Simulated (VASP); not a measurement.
A run of VASP 6.6.1:

The input POSCAR:

```
Si
1.0
    0.0000000000      2.7221053412      2.7221053412
    2.7221053412      0.0000000000      2.7221053412
    2.7221053412      2.7221053412      0.0000000000
Si
2
Direct
    0.5000000000      0.5000000000      0.5000000000
    0.7500000000      0.7500000000      0.7500000000
```

The input INCAR.step1:

```
SYSTEM = Si
ALGO = Normal
EDIFF = 1E-4
ENCUT = 520
GGA = PE
ISMEAR = 0
LASPH = .True.
LCHARG = .False.
LREAL = .False.
LWAVE = .True.
NBANDS = 11
NELM = 100
PREC = Accurate
SIGMA = 0.02
```

The input INCAR.step2:

```
SYSTEM = Si
ALGO = Normal
EDIFF = 1E-6
ENCUT = 520
ISIF = 2
ISMEAR = 0
ISTART = 1
LASPH = .True.
LCHARG = .True.
LELF = .True.
LMIXTAU = .True.
LREAL = .False.
LVHAR = .True.
LWAVE = .False.
METAGGA = R2SCAN
NBANDS = 11
NELM = 100
PREC = Accurate
SIGMA = 0.02
```

The input KPOINTS:

```
k-points
0
Gamma
  10 10 10
  0 0 0
```

Potentials or basis: VASP PAW PBE potentials, release 64 (Si).

Run with:

```console
$ cat potpaw_PBE.64/Si/POTCAR > POTCAR
$ cp INCAR.step1 INCAR
$ mpirun -np 1 vasp_std > vasp.out
$ cp INCAR.step2 INCAR
$ mpirun -np 1 vasp_std > vasp.out
```

Hardware: 1 thread of Intel(R) Xeon(R) Platinum 8375C CPU @ 2.90GHz (Ice Lake), on a shared host.

How long does it take, and how much memory?

Run time: 62 s on 1 thread of Intel(R) Xeon(R) Platinum 8375C CPU @ 2.90GHz (Ice Lake), with other jobs on the host, peak memory 0.16 GiB. Counts: scf iterations 8, k points 47.
